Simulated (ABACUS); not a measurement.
# Ni (Fm-3m) in ABACUS: relaxation of cell and atoms with PBEsol

Aim: the relaxation of cell and atoms of Ni with PBEsol.

Everything below comes from runs of ABACUS 3.10.1. Logs are shortened: lines on timing, memory, paths and dates and some standing lists are left out, and cuts for length are marked.

## Step 1: The structure

Symmetry: Fm-3m, No. 225, cubic system. Conventional cell: a = 3.475 Å, b = 3.475 Å, c = 3.475 Å, α = 90.00°, β = 90.00°, γ = 90.00°. Ni (site symmetry m-3m) is surrounded by 12 Ni at 2.46 Å.

## Step 2: Relaxation of cell and atoms, PBEsol, collinear spin, ferromagnetic start

The input, run_abacus.py:

```python
"""ABACUS run from a structure file: ASE reads it, the script writes STRU, KPT and INPUT."""
import re
import subprocess
from ase.io import read
from ase.units import Bohr

atoms = read("POSCAR")
atoms = atoms[(-atoms.numbers).argsort(kind="stable")]  # ABACUS lists atoms element by element
pseudo = {'Ni': 'Ni.upf'}
orbital = {'Ni': 'Ni_confined-atom_7au_3s2p2d1f.orb'}
magmoms = [1.0]
kmesh = [12, 12, 12]
params = {
    'suffix': 'Ni',
    'calculation': 'cell-relax',
    'basis_type': 'lcao',
    'pseudo_dir': './',
    'orbital_dir': './',
    'symmetry': 1,
    'dft_functional': 'pbesol',
    'ecutwfc': 100,
    'pseudo_rcut': 7,
    'nspin': 2,
    'nbands': 14,
    'ks_solver': 'genelpa',
    'smearing_method': 'fd',
    'smearing_sigma': 0.00367493,
    'scf_thr': 1e-07,
    'scf_nmax': 100,
    'mixing_type': 'broyden',
    'mixing_beta': 0.4,
    'cal_force': 1,
    'cal_stress': 1,
    'out_mul': 1,
    'relax_nmax': 60,
    'force_thr_ev': 0.02,
    'relax_method': 'cg',
    'out_stru': 1,
    'stress_thr': 1,
}

symbols = atoms.get_chemical_symbols()
elements = list(dict.fromkeys(symbols))
lines = ["ATOMIC_SPECIES"] + [f"{e} {atoms.get_masses()[symbols.index(e)]:.4f} {pseudo[e]}" for e in elements]
if orbital:
    lines += ["", "NUMERICAL_ORBITAL"] + [orbital[e] for e in elements]
lines += ["", "LATTICE_CONSTANT", f"{1 / Bohr:.10f}", "", "LATTICE_VECTORS"]
lines += [" ".join(f"{x:.10f}" for x in v) for v in atoms.cell]
lines += ["", "ATOMIC_POSITIONS", "Direct"]
for e in elements:
    lines += ["", e, "0.0", str(symbols.count(e))]
    for i, p in enumerate(atoms.get_scaled_positions(wrap=False)):
        if symbols[i] == e:
            mag = "" if magmoms is None else " mag " + " ".join(str(x) for x in (magmoms[i] if isinstance(magmoms[i], list) else [magmoms[i]]))
            lines.append(" ".join(f"{x:.10f}" for x in p) + " 1 1 1" + mag)
open("STRU", "w").write("\n".join(lines) + "\n")
open("KPT", "w").write("K_POINTS\n0\nGamma\n%d %d %d 0 0 0\n" % tuple(kmesh))
open("INPUT", "w").write("INPUT_PARAMETERS\n" + "".join(f"{k:<20s}{v}\n" for k, v in params.items()))

done = subprocess.run(['mpirun', '-np', '4', 'abacus'])
if done.returncode:
    raise SystemExit(done.returncode)
log = open("OUT.Ni/running_cell-relax.log").read()
print("final energy (eV):", re.findall(r"FINAL_ETOT_IS (\S+)", log))
```

The input, POSCAR:

```
Ni
1.0
    0.0000000000      1.7375729330      1.7375729330
    1.7375729330      0.0000000000      1.7375729330
    1.7375729330      1.7375729330      0.0000000000
Ni
1
Direct
    0.0000000000      0.0000000000      0.0000000000
```

Potentials or basis: PseudoDojo NC SR 0.4.1 PBEsol standard, DZP LCAO (the cutoffs set its grid).

Command:

```sh
$ OMP_NUM_THREADS=1 python run_abacus.py > log
```

running log:

```text
ABACUS v3.10.1

               Atomic-orbital Based Ab-initio Computation at UStc

 ------------------------------------------------------------------------------------

 READING GENERAL INFORMATION
                           global_out_dir = OUT.Ni/
                           global_in_card = INPUT
                               pseudo_dir = ./
                              orbital_dir = ./
                                    DSIZE = 4
                                    GSIZE = 1

 READING UNITCELL INFORMATION
                                    ntype = 1
                  lattice constant (Bohr) = 1.88973
              lattice constant (Angstrom) = 1

 READING ATOM TYPE 1
                               atom label = Ni
                      L=0, number of zeta = 3
                      L=1, number of zeta = 2
                      L=2, number of zeta = 2
                      L=3, number of zeta = 1
             number of atom for this type = 1
               magnetization of element 1 = 1

                        TOTAL ATOM NUMBER = 1
DIRECT COORDINATES
    atom                   x                   y                   z     mag                  vx                  vy                  vz
taud_Ni1            0.0000000000        0.0000000000        0.0000000000  1.0000        0.0000000000        0.0000000000        0.0000000000

                          Volume (Bohr^3) = 70.8037
                             Volume (A^3) = 10.492

 Lattice vectors: (Cartesian coordinate: in unit of a_0)
                   +0            +1.73757            +1.73757
             +1.73757                  +0            +1.73757
             +1.73757            +1.73757                  +0
 Reciprocal vectors: (Cartesian coordinate: in unit of 2 pi/a_0)
            -0.287758           +0.287758           +0.287758
            +0.287758           -0.287758           +0.287758
            +0.287758           +0.287758           -0.287758
 The esolver type has been set to : ksdft_lcao

                PAO radial cut off (Bohr) = 7

 Read in pseudopotential file is Ni.upf
                     pseudopotential type = NC
          exchange-correlation functional = PBESOL
                 nonlocal core correction = 1
                        valence electrons = 18
                                     lmax = 2
                           number of zeta = 4
                     number of projectors = 6
                           L of projector = 0
                           L of projector = 0
                           L of projector = 1
                           L of projector = 1
                           L of projector = 2
                           L of projector = 2
     initial pseudo atomic orbital number = 10
 The readin total magnetization is 1

 SETUP THE ELECTRONS NUMBER
            electron number of element Ni = 18
      total electron number of element Ni = 18
            AUTOSET number of electrons:  = 18
                           occupied bands = 9
                                   NLOCAL = 26
                                   NBANDS = 14
                                   NBANDS = 14
                                   NLOCAL = 26

%%%%%%%%%%%%%%%%%%%%%%%%%%%%%%%%%%%%%%%%%%%%%%%%%%%%%%%%%%%%%%%%%%%%%%%%%%%%%%%%%%%%%%%%%%%%%%%%%%%%%%%%%%
 Warning: the number of valence electrons in pseudopotential > 10 for Ni: [Ar] 3d8 4s2
 Pseudopotentials with additional electrons can yield (more) accurate outcomes, but may be less efficient.
 If you're confident that your chosen pseudopotential is appropriate, you can safely ignore this warning.
%%%%%%%%%%%%%%%%%%%%%%%%%%%%%%%%%%%%%%%%%%%%%%%%%%%%%%%%%%%%%%%%%%%%%%%%%%%%%%%%%%%%%%%%%%%%%%%%%%%%%%%%%%

 SETUP THE PLANE WAVE BASIS
 energy cutoff for charge/potential (unit:Ry) = 400
            fft grid for charge/potential = [ 30, 30, 30 ]
                        fft grid division = [ 2, 2, 2 ]
        big fft grid for charge/potential = [ 15, 15, 15 ]
                                     nbxx = 900
                                     nrxx = 7200

 SETUP PLANE WAVES FOR CHARGE/POTENTIAL
                    number of plane waves = 9577
                         number of sticks = 595

[... 56 lines left out ...]
                             BRAVAIS TYPE = 2
                     BRAVAIS LATTICE NAME = 02. Cubic I (body-centered)
                                    ibrav = 2
                       right hand lattice = 1
(for k-lattice: )
                             BRAVAIS TYPE = 2
                     BRAVAIS LATTICE NAME = 02. Cubic I (body-centered)
                                    ibrav = 2
                       right hand lattice = 1
                        ROTATION MATRICES = 48
                               nkstot_ibz = 72
K-POINTS REDUCTION ACCORDING TO SYMMETRY
     IBZ    DIRECT_X    DIRECT_Y    DIRECT_Z  WEIGHT  ibz2bz
       1  0.00000000  0.00000000  0.00000000  0.0006       0
       2  0.08333333  0.08333333  0.08333333  0.0046       1
       3  0.16666667  0.16666667  0.16666667  0.0046       2
       4  0.25000000  0.25000000  0.25000000  0.0046       3
       5  0.33333333  0.33333333  0.33333333  0.0046       4
       6  0.41666667  0.41666667  0.41666667  0.0046       5
[... 22 lines left out ...]
      29  0.33333333  0.33333333  0.08333333  0.0139      40
      30  0.41666667  0.41666667  0.16666667  0.0139      41
[... 42 further k points ...]

                               nkstot now = 72
[... K-POINTS DIRECT COORDINATES: 72 rows ...]

           k-point number in this process = 72
       minimum distributed K point number = 72
[... stars of the k points ...]
                             nks(nspin=2) = 144
                          nkstot(nspin=2) = 144

[... K-POINTS CARTESIAN COORDINATES: 144 rows ...]

[... K-POINTS DIRECT COORDINATES: 144 rows ...]

 SETUP PLANE WAVES FOR WAVE FUNCTIONS
     energy cutoff for wavefunc (unit:Ry) = 100
              fft grid for wave functions = [ 30, 30, 30 ]
                    number of plane waves = 1807
                         number of sticks = 199

 PARALLEL PW FOR WAVE FUNCTIONS
     PROC   COLUMNS(POT)             PW
        1             50            453
        2             49            451
        3             50            451
        4             50            452
 --------------- sum -------------------
        4            199           1807

 SET NONLOCAL PSEUDOPOTENTIAL PROJECTORS
 max number of nonlocal projetors among all species is 6

 -------------------------------------------
 STEP OF RELAXATION : 1
 -------------------------------------------

 SETUP SEARCHING RADIUS FOR PROGRAM TO SEARCH ADJACENT ATOMS
                  longest orb rcut (Bohr) = 7
   longest nonlocal projector rcut (Bohr) = 1.7
                     search radius (Bohr) = 17.4
              searching radius is (Bohr)) = 17.4
         searching radius unit is (Bohr)) = 1.89
                         PeriodicBoundary = 1
                        Radius(unit:lat0) = 9.21
                                   glayer = [ 6, 6, 6 ]
                             glayer_minus = [ 5, 5, 5 ]

Find the coordinate range of the input atom(unit:lat0).
                                  min_tau = [ -17.4, -17.4, -17.4 ]
                                  max_tau = [ 17.4, 17.4, 17.4 ]
                                BoxNumber = [ 11, 11, 11 ]

 SETUP EXTENDED REAL SPACE GRID FOR GRID INTEGRATION
                          real space grid = [ 30, 30, 30 ]
                 big cell numbers in grid = [ 15, 15, 15 ]
             meshcell numbers in big cell = [ 2, 2, 2 ]
                        extended fft grid = [ 28, 28, 28 ]
                dimension of extened grid = [ 72, 72, 72 ]
                            UnitCellTotal = 125
              Atom number in sub-FFT-grid = 1
    Local orbitals number in sub-FFT-grid = 26
                                ParaV.nnr = 42081
                                 init_chg = atomic

 LCAO ALGORITHM --------------- ION=   1  ELEC=   1--------------------------------
          total magnetism (Bohr mag/cell) = 0.713115
       absolute magnetism (Bohr mag/cell) = 0.753321
                        nelec for spin up = 9.35656
                      nelec for spin down = 8.64344
[... 234 lines left out ...]
 Largest gradient in stress is 14.740121 kbar.
 Threshold is 1.000000 kbar.

 Relaxation is not converged yet!
DIRECT COORDINATES
    atom                   x                   y                   z     mag                  vx                  vy                  vz
taud_Ni1            0.0000000000        0.0000000000        0.0000000000  1.0000        0.0000000000        0.0000000000        0.0000000000

                          Volume (Bohr^3) = 69.783431
                             Volume (A^3) = 10.340825
[... 10 lines left out ...]
 -------------------------------------------
 STEP OF RELAXATION : 2
 -------------------------------------------

[... set-up of the moved cell ...]

 LCAO ALGORITHM --------------- ION=   2  ELEC=   1--------------------------------
          total magnetism (Bohr mag/cell) = 0.673806
       absolute magnetism (Bohr mag/cell) = 0.756877
                        nelec for spin up = 9.336903
                      nelec for spin down = 8.663097

 Density error is 0.000895033562
----------------------------------------------------------
     Energy           Rydberg                 eV
----------------------------------------------------------
 E_KohnSham     -335.2991926493      -4561.9795548306
 E_Harris       -335.3941811567      -4563.2719397750
 E_Fermi        1.4449315570         19.6593023953
----------------------------------------------------------

[... 7 further cycles ...]
 LCAO ALGORITHM --------------- ION=   2  ELEC=   9--------------------------------
          total magnetism (Bohr mag/cell) = 0.668166
       absolute magnetism (Bohr mag/cell) = 0.750343
                        nelec for spin up = 9.334083
                      nelec for spin down = 8.665917
[... 54 lines left out ...]
 Largest gradient in stress is 17.940044 kbar.
 Threshold is 1.000000 kbar.

 Relaxation is not converged yet!
DIRECT COORDINATES
    atom                   x                   y                   z     mag                  vx                  vy                  vz
taud_Ni1            0.0000000000        0.0000000000        0.0000000000  1.0000        0.0000000000        0.0000000000        0.0000000000

                          Volume (Bohr^3) = 70.341647
                             Volume (A^3) = 10.423544
[... 10 lines left out ...]
 -------------------------------------------
 STEP OF RELAXATION : 3
 -------------------------------------------

[... set-up of the moved cell ...]

 LCAO ALGORITHM --------------- ION=   3  ELEC=   1--------------------------------
          total magnetism (Bohr mag/cell) = 0.664068
       absolute magnetism (Bohr mag/cell) = 0.745859
                        nelec for spin up = 9.332034
                      nelec for spin down = 8.667966

 Density error is 0.001389491223
----------------------------------------------------------
     Energy           Rydberg                 eV
----------------------------------------------------------
 E_KohnSham     -335.2992147136      -4561.9798550303
 E_Harris       -335.1515639298      -4559.9709630563
 E_Fermi        1.4259442052         19.4009662207
----------------------------------------------------------

[... 8 further cycles ...]
 LCAO ALGORITHM --------------- ION=   3  ELEC=  10--------------------------------
          total magnetism (Bohr mag/cell) = 0.673165
       absolute magnetism (Bohr mag/cell) = 0.756346
                        nelec for spin up = 9.336583
                      nelec for spin down = 8.663417
[... 150 lines left out ...]
 Largest gradient in stress is 0.269192 kbar.
 Threshold is 1.000000 kbar.

 Relaxation is converged!

 --------------------------------------------
 !FINAL_ETOT_IS -4561.9801984537971293 eV
 --------------------------------------------
```

Run time: 37 s. Hardware: 4 MPI ranks of Intel Xeon 6975P-C (Granite Rapids), shared host; peak memory 0.44 GiB.

Results:

```
Free energy                            : -4561.9802 eV
Relaxed volume                         : 10.42 Å³/atom
Relaxed cell                           : a = 2.452 Å, b = 2.452 Å, c = 2.452 Å, α = 60.00°, β = 60.00°, γ = 60.00°
Space group after relaxing (to 0.05 Å) : Fm-3m (No. 225)
Energy gained by relaxing              : 0.4 meV/atom
Ionic steps                            : 3
Pressure after relaxing                : 0.0 GPa
Net moment                             : 0.67 μB per cell
Absolute moment                        : 0.76 μB per cell
Site moments                           : Ni +0.67 μB
```

Step by step:
```csv
step,energy change (eV),largest force (eV/Å),pressure (GPa),volume (Å³)
1,0.0000,0.0000,-1.47,10.49
2,0.0001,0.0000,1.79,10.34
3,-0.0004,0.0000,-0.03,10.42
```

Final structure:
```
CELL_PARAMETERS angstrom
0.00000 1.73378 1.73378
1.73378 0.00000 1.73378
1.73378 1.73378 0.00000
ATOMIC_POSITIONS crystal
Ni 0.00000 0.00000 0.00000
```

Caveat: the atomic orbitals were generated for these runs and aren't a published set; the basis of atomic orbitals isn't converged, which shifts pressures, moduli and gaps.
